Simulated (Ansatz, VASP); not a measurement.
TaN in VASP and in Ansatz

```xyz
2
Lattice="2.5534 0.0000 0.0000 0.0000 2.5534 0.0000 0.0000 0.0000 2.5534" Properties=species:S:1:pos:R:3 pbc="T T T"
Ta    0.0000    0.0000    0.0000
N     1.2767    1.2767    1.2767
```

Change from the starting cell: volume scaled by 0.8, PAW files.

Alike in both runs: task single point; functional PBE; k mesh 15 × 15 × 15; occupations fermi-dirac, width 0.05 eV; no spin polarisation.

```csv
,VASP,Ansatz
version,VASP 6.6.1,Ansatz 0.2.0
potentials or method,"VASP PAW PBE potentials, release 64 (Ta_pv, N)","PAW with Ansatz's default frozen-core files, scalar-relativistic"
plane-wave cutoff (eV),520,420
valence electrons in the cell,16,18
```

```tsv
	VASP	Ansatz	Ansatz less VASP
pressure (GPa)	115.5	112.9	-2.61
```

With one functional, cell and mesh, what is left measures potentials, basis and numerics. The two sets of potentials don't hold the same shells in valence.

Caveats: the cell as given lies far from equilibrium; so large a pressure means that the cell lies far from this level's equilibrium, or that cutoff or potentials fall short (VASP). The runs have no spin-orbit coupling, so splittings on Ta are missing.
